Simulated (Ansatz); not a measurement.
A relaxation computed with Ansatz, from input to last step.

```yaml
crystal:
  lattice:
    - [2.4960099755, 0.0, 0.0]
    - [-1.2480049877, 2.1616080469, 0.0]
    - [0.0, 0.0, 7.0492224529]
  atoms:
    - { symbol: B, position: [0.3333333333, 0.6666666667, 0.25] }
    - { symbol: B, position: [0.6666666667, 0.3333333333, 0.75] }
    - { symbol: "N", position: [0.3333333333, 0.6666666667, 0.75] }
    - { symbol: "N", position: [0.6666666667, 0.3333333333, 0.25] }
basis:
  ecutwfc: 420
kpoints:
  mp_grid: { grid: [12, 12, 4] }
hamiltonian:
  xc: pbesol
scf:
  occupations: { method: gaussian, width: 0.02 }
output:
  forces: true
  stress: true
  eigenvalues: true
relax:
  adjacent_minimum: "off"
  f_tol: 0.008
  max_steps: 50
  cell: { stress_tol: 0.08, p_target: 1.0 }
```

```bash
ansatz run input.yaml --threads 1 --pin off --max-ram 2560MiB --backend cpu --events-out ev --progress --plain --runs-dir out
```

These are results of DFT PBEsol, scalar-relativistic, plane waves, PAW in Ansatz 0.2.0, not measurements.

Of 10 frames 10 are shown, positions in Å and forces in eV/Å; the SCF threshold varies from step to step. Steps run on the plane waves of an earlier cell, with a Pulay correction in the pressure. The basis is chosen afresh for the last frame, the zero of the energies, and at times for earlier ones too; energy and pressure step there, also at an unchanged geometry. The relaxation lowers the enthalpy F + PV at the target pressure, so the free energy itself can rise.

```xyz
4
Lattice="2.4960 0.0000 0.0000 -1.2480 2.1616 0.0000 0.0000 0.0000 7.0492" Properties=species:S:1:pos:R:3:forces:R:3 pbc="T T T" step=1 free_energy_over_end_meV_per_atom=-0.82 pressure_GPa=2.29
B     0.0000    1.4411    1.7623    0.0000    0.0000    0.0000
B     1.2480    0.7205    5.2869    0.0000    0.0000    0.0000
N     0.0000    1.4411    5.2869    0.0000    0.0000    0.0000
N     1.2480    0.7205    1.7623    0.0000    0.0000    0.0000
4
Lattice="2.4997 0.0000 0.0000 -1.2499 2.1648 0.0000 0.0000 0.0000 6.9012" Properties=species:S:1:pos:R:3:forces:R:3 pbc="T T T" step=2 free_energy_over_end_meV_per_atom=-1.75 pressure_GPa=1.48
B     0.0000    1.4432    1.7253    0.0000    0.0000    0.0000
B     1.2499    0.7216    5.1759    0.0000    0.0000    0.0000
N     0.0000    1.4432    5.1759    0.0000    0.0000    0.0000
N     1.2499    0.7216    1.7253    0.0000    0.0000    0.0000
4
Lattice="2.5026 0.0000 0.0000 -1.2513 2.1673 0.0000 0.0000 0.0000 6.7210" Properties=species:S:1:pos:R:3:forces:R:3 pbc="T T T" step=3 free_energy_over_end_meV_per_atom=-1.77 pressure_GPa=0.95
B     0.0000    1.4449    1.6803    0.0000    0.0000    0.0000
B     1.2513    0.7224    5.0408    0.0000    0.0000    0.0000
N     0.0000    1.4449    5.0408    0.0000    0.0000    0.0000
N     1.2513    0.7224    1.6803    0.0000    0.0000    0.0000
4
Lattice="2.5024 0.0000 0.0000 -1.2512 2.1671 0.0000 0.0000 0.0000 6.7379" Properties=species:S:1:pos:R:3:forces:R:3 pbc="T T T" step=4 free_energy_over_end_meV_per_atom=-1.81 pressure_GPa=1.00
B     0.0000    1.4447    1.6845    0.0000    0.0000    0.0000
B     1.2512    0.7224    5.0534    0.0000    0.0000    0.0000
N     0.0000    1.4447    5.0534    0.0000    0.0000    0.0000
N     1.2512    0.7224    1.6845    0.0000    0.0000    0.0000
4
Lattice="2.5024 0.0000 0.0000 -1.2512 2.1671 0.0000 0.0000 0.0000 6.7379" Properties=species:S:1:pos:R:3:forces:R:3 pbc="T T T" step=5 free_energy_over_end_meV_per_atom=-0.76 pressure_GPa=0.80
B     0.0000    1.4447    1.6845    0.0000    0.0000    0.0000
B     1.2512    0.7224    5.0534    0.0000    0.0000    0.0000
N     0.0000    1.4447    5.0534    0.0000    0.0000    0.0000
N     1.2512    0.7224    1.6845    0.0000    0.0000    0.0000
4
Lattice="2.5025 0.0000 0.0000 -1.2512 2.1672 0.0000 0.0000 0.0000 6.6364" Properties=species:S:1:pos:R:3:forces:R:3 pbc="T T T" step=6 free_energy_over_end_meV_per_atom=-0.61 pressure_GPa=0.96
B     0.0000    1.4448    1.6591    0.0000    0.0000    0.0000
B     1.2512    0.7224    4.9773    0.0000    0.0000    0.0000
N     0.0000    1.4448    4.9773    0.0000    0.0000    0.0000
N     1.2512    0.7224    1.6591    0.0000    0.0000    0.0000
4
Lattice="2.5023 0.0000 0.0000 -1.2511 2.1670 0.0000 0.0000 0.0000 6.6467" Properties=species:S:1:pos:R:3:forces:R:3 pbc="T T T" step=7 free_energy_over_end_meV_per_atom=-0.64 pressure_GPa=1.01
B     0.0000    1.4447    1.6617    0.0000    0.0000    0.0000
B     1.2511    0.7223    4.9850    0.0000    0.0000    0.0000
N     0.0000    1.4447    4.9850    0.0000    0.0000    0.0000
N     1.2511    0.7223    1.6617    0.0000    0.0000    0.0000
4
Lattice="2.5023 0.0000 0.0000 -1.2511 2.1670 0.0000 0.0000 0.0000 6.6467" Properties=species:S:1:pos:R:3:forces:R:3 pbc="T T T" step=8 free_energy_over_end_meV_per_atom=-0.16 pressure_GPa=0.96
B     0.0000    1.4447    1.6617    0.0000    0.0000    0.0000
B     1.2511    0.7223    4.9850    0.0000    0.0000    0.0000
N     0.0000    1.4447    4.9850    0.0000    0.0000    0.0000
N     1.2511    0.7223    1.6617    0.0000    0.0000    0.0000
4
Lattice="2.5023 0.0000 0.0000 -1.2511 2.1670 0.0000 0.0000 0.0000 6.6230" Properties=species:S:1:pos:R:3:forces:R:3 pbc="T T T" step=9 free_energy_over_end_meV_per_atom=-0.11 pressure_GPa=0.99
B     0.0000    1.4447    1.6557    0.0000    0.0000    0.0000
B     1.2511    0.7223    4.9672    0.0000    0.0000    0.0000
N     0.0000    1.4447    4.9672    0.0000    0.0000    0.0000
N     1.2511    0.7223    1.6557    0.0000    0.0000    0.0000
4
Lattice="2.5023 0.0000 0.0000 -1.2511 2.1670 0.0000 0.0000 0.0000 6.6230" Properties=species:S:1:pos:R:3:forces:R:3 pbc="T T T" step=10 free_energy_over_end_meV_per_atom=0.00 pressure_GPa=0.98
B     0.0000    1.4447    1.6557    0.0000    0.0000    0.0000
B     1.2511    0.7223    4.9672    0.0000    0.0000    0.0000
N     0.0000    1.4447    4.9672    0.0000    0.0000    0.0000
N     1.2511    0.7223    1.6557    0.0000    0.0000    0.0000
```

The run took 15 s on 1 thread of Arm Neoverse V2, on a shared host, peak memory 0.31 GiB.

The cell holds layers, and where no dispersion correction was added their binding is poorly described.